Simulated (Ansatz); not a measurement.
Input and steps of a relaxation of cell and atoms on LiNbO3 (R3c) from a database structure (the PAW code Ansatz, r2SCAN). It starts from the PBE minimum.

```yaml
crystal:
  lattice:
    - [5.1897837338, 0.0001534549, -0.0008509238]
    - [2.5946529408, 4.9060889834, 0.0063569082]
    - [0.0015144322, 2.7331866371, 8.5633759221]
  atoms:
    - { symbol: Li, position: [0.4397687329, 0.1204777395, 0.1465764914] }
    - { symbol: Li, position: [0.9397546603, 0.1205012318, 0.6465839528] }
    - { symbol: Li, position: [0.1897606573, 0.6204912443, 0.3965928465] }
    - { symbol: Li, position: [0.6897610874, 0.6204930639, 0.8965890708] }
    - { symbol: Nb, position: [0.0179307697, 0.9641707281, 0.0059758707] }
    - { symbol: Nb, position: [0.5179296799, 0.964164485, 0.5059762038] }
    - { symbol: Nb, position: [0.7679327107, 0.4641652204, 0.2559710071] }
    - { symbol: Nb, position: [0.2679271772, 0.4641690329, 0.7559656176] }
    - { symbol: O, position: [0.7358451825, 0.7757999439, 0.3663098846] }
    - { symbol: O, position: [0.7936153546, 0.7758257807, 0.0610244587] }
    - { symbol: O, position: [0.3068024056, 0.7758150468, 0.1847690337] }
    - { symbol: O, position: [0.1805582712, 0.2758041606, 0.3110145463] }
    - { symbol: O, position: [0.6673751326, 0.2758108112, 0.4347680392] }
    - { symbol: O, position: [0.2358354728, 0.7758128294, 0.8663049088] }
    - { symbol: O, position: [0.738337929, 0.2758190742, 0.1163026833] }
    - { symbol: O, position: [0.2936165922, 0.77582218, 0.5610235755] }
    - { symbol: O, position: [0.8067955353, 0.7758099219, 0.6847728784] }
    - { symbol: O, position: [0.6805520476, 0.2758064945, 0.8110182035] }
    - { symbol: O, position: [0.1673652862, 0.2758149295, 0.9347647746] }
    - { symbol: O, position: [0.2383378351, 0.2758261015, 0.6162959327] }
kpoints:
  mp_grid: { grid: [6, 6, 4] }
hamiltonian:
  xc: r2scan
scf:
  occupations: { method: fermi_dirac, width: 0.02 }
relax:
  f_tol: 0.005
  cell: {}
```

The trajectory has 7 recorded frames, each with positions in Å and forces in eV/Å. The last, and any step after a large change of cell, is solved on a basis re-selected at its cell; pressure is positive in compression.

Step 1: energy 0.0 meV/atom from step 1, largest force component 0.123 eV/Å, pressure -4.18 GPa
```xyz
20
Lattice="5.1898 0.0002 -0.0009 2.5947 4.9061 0.0064 0.0015 2.7332 8.5634" Properties=species:S:1:pos:R:3:forces:R:3 pbc="T T T"
Li    2.5951    0.9918    1.2556    0.0000   -0.0098    0.0032
Li    5.1908    2.3586    5.5369    0.0000   -0.0100    0.0032
Li    2.5954    4.1282    3.4000    0.0000   -0.0099    0.0030
Li    5.1910    5.4948    7.6812   -0.0001   -0.0099    0.0033
Nb    2.5948    4.7466    0.0573   -0.0005   -0.0855    0.0274
Nb    5.1904    6.1133    4.3386    0.0001   -0.0851    0.0269
Nb    5.1901    2.9770    2.1943   -0.0001   -0.0855    0.0265
Nb    2.5960    4.3435    6.4763    0.0000   -0.0851    0.0277
O     5.8324    4.8075    3.1412   -0.0927    0.0551    0.0625
O     6.1318    3.9732    0.5268    0.1124    0.0446    0.0302
O     3.6055    4.3113    1.5869   -0.0194   -0.0044   -0.1227
O     1.6531    2.2032    2.6649   -0.1121    0.0446    0.0304
O     4.1798    2.5416    3.7243    0.0192   -0.0044   -0.1226
O     3.2382    6.1740    7.4232   -0.0927    0.0547    0.0623
O     4.5476    1.6712    0.9971    0.0930    0.0550    0.0624
O     3.5376    5.3397    4.8089    0.1122    0.0445    0.0302
O     6.2011    5.6779    5.8682   -0.0194   -0.0043   -0.1231
O     4.2488    3.5699    6.9462   -0.1124    0.0448    0.0300
O     1.5856    3.9081    8.0064    0.0196   -0.0042   -0.1230
O     1.9535    3.0377    5.2791    0.0928    0.0548    0.0625
```

Step 2: energy -3.3 meV/atom from step 1, largest force component 0.099 eV/Å, pressure -0.06 GPa
```xyz
20
Lattice="5.1580 0.0002 -0.0009 2.5788 4.8586 0.0119 0.0015 2.7164 8.5109" Properties=species:S:1:pos:R:3:forces:R:3 pbc="T T T"
Li    2.5792    0.9853    1.2480    0.0000   -0.0157    0.0051
Li    5.1589    2.3437    5.5031    0.0000   -0.0158    0.0050
Li    2.5795    4.0937    3.3820    0.0000   -0.0158    0.0050
Li    5.1592    5.4520    7.6370    0.0000   -0.0158    0.0051
Nb    2.5788    4.6991    0.0628   -0.0004    0.0994   -0.0318
Nb    5.1586    6.0574    4.3178   -0.0002    0.0994   -0.0318
Nb    5.1583    2.9490    2.1839   -0.0003    0.0994   -0.0318
Nb    2.5801    4.3071    6.4397   -0.0002    0.0994   -0.0316
O     5.7981    4.7632    3.1220    0.0654   -0.0443   -0.0428
O     6.0896    3.9356    0.5287   -0.0794   -0.0368   -0.0193
O     3.5864    4.2724    1.5848    0.0143   -0.0025    0.0887
O     1.6476    2.1852    2.6509    0.0797   -0.0368   -0.0192
O     4.1512    2.5222    3.7063   -0.0142   -0.0024    0.0887
O     3.2199    6.1213    7.3778    0.0654   -0.0444   -0.0427
O     4.5182    1.6548    0.9883   -0.0653   -0.0443   -0.0427
O     3.5114    5.2937    4.7846   -0.0795   -0.0368   -0.0193
O     6.1661    5.6307    5.8399    0.0145   -0.0024    0.0887
O     4.2273    3.5435    6.9060    0.0797   -0.0369   -0.0192
O     1.5729    3.8804    7.9621   -0.0141   -0.0023    0.0887
O     1.9400    3.0130    5.2441   -0.0654   -0.0445   -0.0427
```

Step 3: energy -3.7 meV/atom from step 1, largest force component 0.059 eV/Å, pressure +0.10 GPa
```xyz
20
Lattice="5.1431 0.0002 -0.0009 2.5713 4.8632 0.0059 0.0015 2.7086 8.4864" Properties=species:S:1:pos:R:3:forces:R:3 pbc="T T T"
Li    2.5718    0.9774    1.2461    0.0000   -0.0033    0.0011
Li    5.1441    2.3318    5.4888    0.0000   -0.0034    0.0011
Li    2.5720    4.0862    3.3709    0.0000   -0.0034    0.0010
Li    5.1443    5.4406    7.6136   -0.0001   -0.0034    0.0011
Nb    2.5714    4.7066    0.0559   -0.0003    0.0588   -0.0189
Nb    5.1437    6.0609    4.2987   -0.0002    0.0588   -0.0188
Nb    5.1435    2.9522    2.1739   -0.0002    0.0589   -0.0188
Nb    2.5726    4.3064    6.4175   -0.0002    0.0589   -0.0187
O     5.7901    4.7649    3.1067    0.0385   -0.0286   -0.0261
O     6.0666    3.9380    0.5156   -0.0482   -0.0235   -0.0099
O     3.5729    4.2784    1.5830    0.0099   -0.0033    0.0537
O     1.6483    2.1833    2.6347    0.0484   -0.0236   -0.0098
O     4.1424    2.5240    3.7013   -0.0097   -0.0032    0.0536
O     3.2193    6.1192    7.3503    0.0385   -0.0287   -0.0260
O     4.4966    1.6562    0.9821   -0.0384   -0.0287   -0.0260
O     3.4958    5.2922    4.7592   -0.0482   -0.0235   -0.0099
O     6.1452    5.6328    5.8258    0.0100   -0.0033    0.0537
O     4.2206    3.5377    6.8775    0.0484   -0.0235   -0.0098
O     1.5716    3.8782    7.9449   -0.0097   -0.0032    0.0536
O     1.9257    3.0104    5.2257   -0.0385   -0.0287   -0.0260
```

Step 4: energy -3.8 meV/atom from step 1, largest force component 0.018 eV/Å, pressure +0.01 GPa
```xyz
20
Lattice="5.1384 0.0002 -0.0009 2.5690 4.8569 0.0065 0.0015 2.7061 8.4786" Properties=species:S:1:pos:R:3:forces:R:3 pbc="T T T"
Li    2.5694    0.9719    1.2464    0.0000    0.0097   -0.0030
Li    5.1393    2.3251    5.4853    0.0000    0.0096   -0.0031
Li    2.5697    4.0769    3.3696    0.0000    0.0096   -0.0031
Li    5.1396    5.4300    7.6084    0.0000    0.0096   -0.0031
Nb    2.5690    4.7024    0.0558   -0.0003    0.0168   -0.0054
Nb    5.1390    6.0555    4.2947   -0.0002    0.0167   -0.0054
Nb    5.1387    2.9506    2.1715   -0.0002    0.0168   -0.0053
Nb    2.5703    4.3036    6.4113   -0.0003    0.0167   -0.0053
O     5.7934    4.7598    3.1037   -0.0095   -0.0132   -0.0111
O     6.0565    3.9315    0.5084   -0.0077   -0.0040    0.0175
O     3.5656    4.2762    1.5890    0.0175   -0.0091    0.0019
O     1.6513    2.1794    2.6253    0.0079   -0.0041    0.0177
O     4.1426    2.5243    3.7051   -0.0173   -0.0091    0.0018
O     3.2249    6.1128    7.3434   -0.0095   -0.0132   -0.0111
O     4.4839    1.6549    0.9808    0.0096   -0.0132   -0.0110
O     3.4880    5.2845    4.7481   -0.0077   -0.0040    0.0176
O     6.1355    5.6293    5.8278    0.0175   -0.0091    0.0019
O     4.2213    3.5326    6.8641    0.0079   -0.0041    0.0177
O     1.5741    3.8773    7.9448   -0.0173   -0.0091    0.0018
O     1.9154    3.0078    5.2205    0.0096   -0.0132   -0.0111
```

Step 5: energy -3.8 meV/atom from step 1, largest force component 0.022 eV/Å, pressure -0.02 GPa
```xyz
20
Lattice="5.1376 0.0002 -0.0009 2.5686 4.8589 0.0056 0.0014 2.7057 8.4773" Properties=species:S:1:pos:R:3:forces:R:3 pbc="T T T"
Li    2.5690    0.9785    1.2441    0.0000   -0.0044    0.0014
Li    5.1385    2.3315    5.4822    0.0000   -0.0044    0.0015
Li    2.5693    4.0844    3.3664    0.0000   -0.0044    0.0014
Li    5.1388    5.4373    7.6046    0.0000   -0.0044    0.0014
Nb    2.5686    4.7062    0.0543    0.0000   -0.0223    0.0071
Nb    5.1382    6.0591    4.2925   -0.0001   -0.0223    0.0071
Nb    5.1379    2.9533    2.1702   -0.0001   -0.0223    0.0071
Nb    2.5698    4.3060    6.4093    0.0000   -0.0222    0.0071
O     5.7900    4.7582    3.1027   -0.0003    0.0128    0.0093
O     6.0562    3.9310    0.5109    0.0112    0.0070   -0.0086
O     3.5670    4.2743    1.5872   -0.0108    0.0069   -0.0092
O     1.6505    2.1779    2.6279   -0.0111    0.0070   -0.0085
O     4.1401    2.5214    3.7034    0.0108    0.0069   -0.0092
O     3.2219    6.1110    7.3418   -0.0003    0.0127    0.0092
O     4.4857    1.6524    0.9806    0.0004    0.0128    0.0093
O     3.4881    5.2838    4.7500    0.0112    0.0071   -0.0086
O     6.1365    5.6273    5.8254   -0.0108    0.0068   -0.0092
O     4.2200    3.5308    6.8661   -0.0112    0.0071   -0.0086
O     1.5720    3.8741    7.9425    0.0109    0.0069   -0.0092
O     1.9176    3.0051    5.2196    0.0004    0.0128    0.0093
```

Step 6: energy -3.8 meV/atom from step 1, largest force component 0.001 eV/Å, pressure 0.00 GPa
```xyz
20
Lattice="5.1374 0.0002 -0.0009 2.5685 4.8601 0.0052 0.0014 2.7056 8.4770" Properties=species:S:1:pos:R:3:forces:R:3 pbc="T T T"
Li    2.5689    0.9760    1.2448    0.0000   -0.0001    0.0000
Li    5.1383    2.3289    5.4828    0.0000   -0.0001    0.0000
Li    2.5692    4.0824    3.3669    0.0000   -0.0001    0.0000
Li    5.1386    5.4353    7.6049    0.0000   -0.0001    0.0000
Nb    2.5685    4.7063    0.0543   -0.0001   -0.0005    0.0001
Nb    5.1380    6.0591    4.2923   -0.0001   -0.0005    0.0002
Nb    5.1377    2.9527    2.1702   -0.0001   -0.0005    0.0003
Nb    2.5697    4.3054    6.4092   -0.0001   -0.0005    0.0002
O     5.7903    4.7604    3.1021    0.0000    0.0003    0.0001
O     6.0559    3.9330    0.5096    0.0003    0.0002   -0.0002
O     3.5664    4.2766    1.5867   -0.0001    0.0001   -0.0002
O     1.6505    2.1792    2.6268   -0.0001    0.0002   -0.0001
O     4.1404    2.5230    3.7031    0.0002    0.0002   -0.0002
O     3.2223    6.1131    7.3410    0.0000    0.0003    0.0002
O     4.4850    1.6540    0.9803    0.0000    0.0002    0.0001
O     3.4879    5.2857    4.7485    0.0002    0.0002   -0.0002
O     6.1358    5.6294    5.8248   -0.0001    0.0001   -0.0001
O     4.2199    3.5321    6.8648   -0.0001    0.0001    0.0000
O     1.5724    3.8757    7.9420    0.0002    0.0002   -0.0002
O     1.9170    3.0067    5.2192    0.0000    0.0002    0.0001
```

Step 7: energy -3.6 meV/atom from step 1, largest force component 0.000 eV/Å, pressure +0.01 GPa
```xyz
20
Lattice="5.1374 0.0002 -0.0009 2.5685 4.8601 0.0052 0.0014 2.7056 8.4770" Properties=species:S:1:pos:R:3:forces:R:3 pbc="T T T"
Li    2.5689    0.9760    1.2448    0.0000   -0.0001    0.0000
Li    5.1383    2.3289    5.4828    0.0000   -0.0001    0.0000
Li    2.5692    4.0824    3.3669    0.0000   -0.0001    0.0000
Li    5.1386    5.4353    7.6049    0.0000   -0.0001    0.0000
Nb    2.5685    4.7063    0.0543   -0.0001   -0.0002    0.0000
Nb    5.1380    6.0591    4.2923   -0.0001   -0.0002    0.0000
Nb    5.1377    2.9527    2.1702   -0.0001   -0.0002    0.0002
Nb    2.5697    4.3054    6.4092   -0.0001   -0.0002    0.0001
O     5.7903    4.7604    3.1021    0.0000    0.0001    0.0000
O     6.0559    3.9330    0.5096    0.0001    0.0001   -0.0001
O     3.5664    4.2766    1.5867    0.0000    0.0001    0.0000
O     1.6505    2.1792    2.6268    0.0000    0.0001   -0.0001
O     4.1404    2.5230    3.7031    0.0001    0.0001   -0.0001
O     3.2223    6.1131    7.3410    0.0001    0.0002    0.0000
O     4.4850    1.6540    0.9803    0.0000    0.0001    0.0000
O     3.4879    5.2857    4.7485    0.0001    0.0001   -0.0001
O     6.1358    5.6294    5.8248    0.0000    0.0001    0.0000
O     4.2199    3.5321    6.8648    0.0001    0.0000    0.0000
O     1.5724    3.8757    7.9420    0.0001    0.0001    0.0000
O     1.9170    3.0067    5.2192    0.0000    0.0001    0.0000
```

The walk took 6 steps and changed the volume by -2.9 %. The last SCF, on a fresh basis, lies 3.6 meV an atom below the first. Final cell: it is trigonal, R3c (No. 161); a = 5.137 Å, c = 13.885 Å in the conventional setting, 10.58 Å³ an atom. Around Li lie 6 O at 2.05–2.24 Å; around Nb lie 6 O at 1.88–2.14 Å; around O lie 2 Nb at 1.88–2.14 Å and 2 Li at 2.05–2.24 Å.

Wall time 14 s on 1 × NVIDIA H100 80GB HBM3 with 4 threads of AMD EPYC 7R13 Processor (Zen 3), with other jobs on the host, load about 2.4 per core; peak host memory 1.5 GiB.

The values are computed, spin-unpolarised, and not measurements.
